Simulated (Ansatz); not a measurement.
Runs of Ansatz 0.2.0 on WC. Symmetry: Fm-3m, No. 225, cubic system. Conventional cell: a = 4.385 Å, b = 4.385 Å, c = 4.385 Å, α = 90.00°, β = 90.00°, γ = 90.00°. W (site symmetry m-3m) is surrounded by 6 C at 2.19 Å. Around C (site symmetry m-3m) lie 6 W at 2.19 Å. Measurements of this composition are mostly on another form, of space group No. 187.

| task | level | potentials or basis | k mesh | cutoff (eV) | basis error allowed | gap on the mesh (eV) | pressure (GPa) |
| --- | --- | --- | --- | --- | --- | --- | --- |
| band structure | LDA | all-electron LAPW, scalar-relativistic | 10 × 10 × 10 | 337 | 0.001 eV/atom | - | -16.1 |
| phonons | PBEsol | all-electron LAPW, scalar-relativistic | 10 × 10 × 10 | 360 | 0.001 eV/atom | none | - |
| band structure | PBEsol | all-electron LAPW, inner shells corrected to Dirac's equation | 10 × 10 × 10 | 336 | 0.001 eV/atom | - | (a) |
| band structure | PBEsol | all-electron LAPW, non-relativistic | 10 × 10 × 10 | 333 | 0.001 eV/atom | - | 8.4 |
| single point | PBEsol | all-electron PAW datasets made for the crystal | 8 × 8 × 8 | 340 | - | none | -9.7 |
| band structure | PBEsol | all-electron PAW datasets made for the crystal | 10 × 10 × 10 | 340 | - | - | -10.2 |
| band structure | PBEsol | all-electron LAPW, scalar-relativistic | 8 × 8 × 8 | 336 | 0.001 eV/atom | - | -9.7 |

Alike in all rows: no spin polarisation; cell as given; smearing fermi-dirac 0.05 eV.

Question: Fill in the values left out.

Answer: (a) -10.1.

Caveats: the k mesh is thin for a metal, which can move the energy by tens of meV per atom (some runs); a metal's response needs a denser mesh (some runs); relativity is left out, which matters for the heavier elements (some runs).

A k mesh can miss the band edges, and the runs leave out spin-orbit coupling on W.

A gap of «none» marks a metal or a gap under the smearing width.

Not every run made on this cell is shown here.
